In the diamond structure every atom has four neighbours, and every bond is shared by two atoms. A cell of two atoms therefore holds four bonds, which take eight electrons, exactly what two atoms of group 14 supply. Two atoms of group 15 bring ten. If the two extra electrons go into antibonding states, and each cancels the work of one bonding electron, the bonding that remains is

$$\frac{8-2}{8}=\frac{3}{4}$$

of that in the neighbour from group 14. By this count nitrogen should keep three quarters of carbon's binding, and phosphorus three quarters of silicon's.

Elements in the diamond structure (Fd-3m, all atoms on site M) at fixed cells, computed with Ansatz 0.2.0 using all-electron LAPW and PBE, scalar-relativistic and without spin. The k meshes run from 9×9×9 to 20×20×20, with Fermi-Dirac smearing of 0.03 to 0.08 eV. Energies are relative to spherical, unpolarised free atoms, and pressure is positive in compression.

```csv
element,Z,group,period,cell,volume (Å³/atom),shortest distance from M (Å),energy less free atoms (eV/atom),pressure (GPa)
C,6,14,2,measured cell (COD),5.672,1.54,-9.10,1.7
Si,14,14,3,measured cell (COD),20.02,2.35,-5.41,2.0
Ge,32,14,4,relaxed with PAW,23.91,2.50,-4.51,0.0
Sn,50,14,5,measured cell (COD),34.19,2.81,-3.80,3.2
N,7,15,2,relaxed with PAW,9.156,1.81,-5.21,0.0
P,15,15,3,relaxed with PAW,20.57,2.37,-4.82,0.0
```

Binding here means how far the energy less free atoms lies below zero. Nitrogen keeps 57 % of carbon's binding, while phosphorus keeps 89 % of silicon's. In energy, the step from carbon to nitrogen costs 3.89 eV per atom and the step from silicon to phosphorus only 0.59 eV. The count has no adjustable constant, so both rows of group 15 test it, and with the unpolarised free atoms of the table it misses them in opposite directions. It knows how many electrons are antibonding but not what each of them costs.

That cost depends on how strongly neighbouring orbitals overlap. Overlap splits two atomic levels into a bonding state below and an antibonding state above, and the stronger the overlap, the further apart the two are pushed. A net with strong bonds is therefore also one in which an antibonding electron is expensive. Group 14, where the electron count fits the net, shows how the strength of the bonds changes from period to period.

Binding falls from carbon to tin, and most of the fall comes at once: 3.69 eV per atom between carbon and silicon, while the bond grows by 0.81 Å. The reason is standard chemistry. Carbon's 2p shell has no inner p shell beneath it, so it is compact, and two carbon atoms can come close enough for a large overlap. Silicon's 3p electrons are kept further out by the filled 2p shell, and their bonds are longer and weaker.

The next two steps look odd beside the bond lengths. From silicon to germanium the bond grows by only 0.15 Å and the binding falls by 0.90 eV; from germanium to tin the bond grows by 0.31 Å and the binding falls by 0.71 eV. Releasing the compressed silicon and tin cells would sharpen this contrast, since it would shorten the first of these bond steps and lengthen the second. The two energy steps are best read as similar, because spin-orbit coupling, left out here, could change tin's step by a few tenths of an eV.

Germanium's filled 3d shell offers an explanation. It screens the nuclear charge poorly, so the outer electrons are held tightly and the atom stays almost as small as silicon. The 4s level is pulled down more than the 4p level, and an atom that is to form four equal bonds must lift an s electron to p. This promotion costs more in germanium than in silicon, and the bonds have to pay for it. In tin the promotion is cheaper again, which offsets part of the loss from the longer bond.

The bands show what the stronger overlap in the second period means for a fifth electron. In carbon and silicon the four lowest valence bands hold the eight bonding electrons, and further electrons would have to go into the fifth band and those above it. Averaged over each band, the fifth lies about 11 eV above the fourth in carbon, but only about 4 eV above it in silicon. At the bond lengths of group 14, an extra electron thus faces a much higher step in the second period than in the third.

Nitrogen can lower that step by stretching. Its bond is 0.27 Å longer than carbon's and its volume per atom 61 % larger, although nitrogen is the smaller atom in ordinary molecules. In this expanded net the fifth band lies only about 4.5 eV above the fourth. Weaker overlap is expected to bring the antibonding states down, but the change of element has a share in that drop too, and these runs do not separate the two. The relief has a price, because the same stretching weakens the four bonds that the other eight electrons hold together. Nitrogen therefore loses twice, through the antibonding electrons and through poorer bonds, and the bare count includes only the first loss.

Phosphorus seems not to stretch at all, since its bond is only 0.02 Å longer than silicon's. Even the small difference in volume, under 3 %, may come mostly from the cells: silicon is held at 2.0 GPa and would grow by roughly 2 % if released. Yet phosphorus is a smaller atom than silicon, and an ordinary single bond between two phosphorus atoms is roughly 2.2 Å long, clearly shorter than the 2.37 Å found here. The net is stretched after all, and the smaller atom hides it. A mild stretch is what one would expect where the overlap was moderate to begin with.

The word antibonding simplifies matters. At the centre of the Brillouin zone the fifth band of nitrogen and phosphorus belongs to a threefold set of bonding p states. The antibonding state that is filled there is made of s orbitals and has dropped below that set, whereas in silicon it lies above the set and is empty. The count of two antibonding electrons therefore survives at this point, though not in the band where one would look for them. The fifth and sixth bands also overlap, so both solids are metals in this structure. How much bonding an antibonding electron cancels depends on the orbitals its state is made of, so three quarters is a guide rather than a law.

The table also seems to say that nitrogen is bound slightly better than phosphorus, by 0.39 eV per atom. This order comes from the reference. The free atoms were computed without spin polarisation, whereas a real nitrogen atom has three p electrons with parallel spins and gains a great deal of exchange energy from them. Phosphorus has the same arrangement in a larger shell, where the gain is smaller. A reference atom without this gain lies too high, and the solid then looks too strongly bound.

The correction is a subtraction. With rough recalled values of 3.1 eV for the nitrogen atom and 1.8 eV for phosphorus, the binding $B$ per atom becomes

$$B_{\mathrm N}\approx 5.21-3.1\approx 2.1\ \text{eV},\qquad B_{\mathrm P}\approx 4.82-1.8\approx 3.0\ \text{eV}.$$

Measured from real atoms, phosphorus is thus the better bound of the two, by about 0.9 eV. The solids were computed without spin as well, and whether either of these metals would turn magnetic is untested.

The same correction shows which conclusions hold. The order within group 14 stays as it is, because the spin energies of those four atoms are smaller and more alike. The loss from carbon to nitrogen grows to about 5.7 eV, that from silicon to phosphorus to about 1.6 eV, so the second period still pays far more for its fifth electron. Nitrogen stays well below three quarters of carbon's binding with either reference. Phosphorus changes sides, from 89 % of silicon's binding to about 66 %, so its apparent success against the count should not be given a cause. The output after this text lists these comparisons.

A neighbouring series, the same two elements in the structures they really choose, shows what the diamond net denies them. With three neighbours instead of four, an atom of group 15 makes three bonds and keeps its other two electrons as a lone pair, which points into empty space and cancels no bond. Black phosphorus is built this way. Nitrogen goes further and puts all three bonds between the same two atoms, because its compact p orbitals also overlap well side by side. The diamond forms of both elements are hypothetical: a pressure near zero means only that the volume is right for this arrangement, and symmetry keeps the atoms from moving towards a better one.

For another solid with this net, the first thing to count is the electrons per pair of atoms. Boron nitride in the zinc-blende structure has eight, like diamond, although half of its atoms are nitrogen; its four bonding bands are exactly filled, and it is a hard insulator. It is therefore not the nitrogen atom as such that spoils the net, but the electrons beyond eight. Where there are such electrons, the second question is how strong the overlap is: of the two pairs compared here, the net that binds better with eight electrons is the one that loses more with ten.

Numerical output:

```
Binding lost from C to Si in eV/atom: 3.69
Binding lost from Si to Ge in eV/atom: 0.9
Binding lost from Ge to Sn in eV/atom: 0.71
Bond growth from C to Si in angstrom: 0.81
Bond growth from Si to Ge in angstrom: 0.15
Bond growth from Ge to Sn in angstrom: 0.31
Binding lost from C to N in eV/atom: 3.89
Binding lost from Si to P in eV/atom: 0.59
Bond growth from C to N in angstrom: 0.27
Bond growth from Si to P in angstrom: 0.02
Volume growth from C to N in percent: 61.42
Volume growth from Si to P in percent: 2.747
Rough growth of the Si cell if released from its pressure in percent: 2.222
Fifth above fourth valence band on average in C in eV: 11.17
Fifth above fourth valence band on average in Si in eV: 4.128
Fifth above fourth valence band on average in N in eV: 4.52
Rough excess of the N bond over an ordinary single bond in angstrom: 0.31
Rough excess of the P bond over an ordinary single bond in angstrom: 0.17
Bonding left by the bare electron count in group 15 in percent: 75
Binding of N as a share of C in percent: 57.25
Binding of P as a share of Si in percent: 89.09
Rough binding against spin-polarised atoms in eV/atom:
  row  unpolarised atoms  recalled spin energy  polarised atoms
    C                9.1                   1.3              7.8
   Si               5.41                   0.8             4.61
   Ge               4.51                   0.8             3.71
   Sn                3.8                   0.7              3.1
    N               5.21                   3.1             2.11
    P               4.82                   1.8             3.02
Binding of N less that of P with unpolarised atoms in eV/atom: 0.39
Rough binding of N less that of P with polarised atoms in eV/atom: -0.91
Rough loss from C to N with polarised atoms in eV/atom: 5.69
Rough loss from Si to P with polarised atoms in eV/atom: 1.59
Rough share of N in C with polarised atoms in percent: 27.05
Rough share of P in Si with polarised atoms in percent: 65.51
```
